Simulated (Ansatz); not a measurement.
A crystal relaxed with r2SCAN in Ansatz has space group I4_1/amd:1 (No. 141) and a = 3.999 Å, c = 10.203 Å.

```tsv
atom	site	x	y	z
Xx	4a	0.0000	0.0000	0.0000
O	8e	0.0000	0.5000	0.4537
```

The r2SCAN gap is indirect, 2.33 eV (k = (0.188, 0.188, 0.271) to Γ), below the direct gap of 2.75 eV at Γ. The HSE06 gap is indirect, 3.39 eV (P to Γ), below the direct gap of 3.87 eV at Γ. Meshes: r2SCAN 10×10×10, HSE06 6×6×6. r2SCAN's ε∞ is 3.7 along x and y, 3.9 along z.

Q: Which element is Xx?
A. Hf
B. Sn
C. Ge
D. Ti

A: B. Xx is Sn: a 6-atom cell of SnO2 built on the anatase structure (relaxed group I4_1/amd). Sn is surrounded by 6 O at 2.05–2.08 Å; O is surrounded by 3 Sn at 2.05–2.08 Å.

(Calculated; spin-unpolarised; the phase may be known or hypothetical.)

No spin-orbit coupling is included; it can move band edges with weight on the heavy atoms by tenths of an eV.

Where an edge lies off the special points, it is a point of the mesh or the k point where a search put PBE's edge or least direct gap, reused for the other functionals, whose own edges may lie a little apart.

Coordinates of k points refer to the reciprocal vectors of the primitive cell of the runs.

For a response run the program warns that the ground state's bands aren't all converged, so ε∞ carries an extra error.
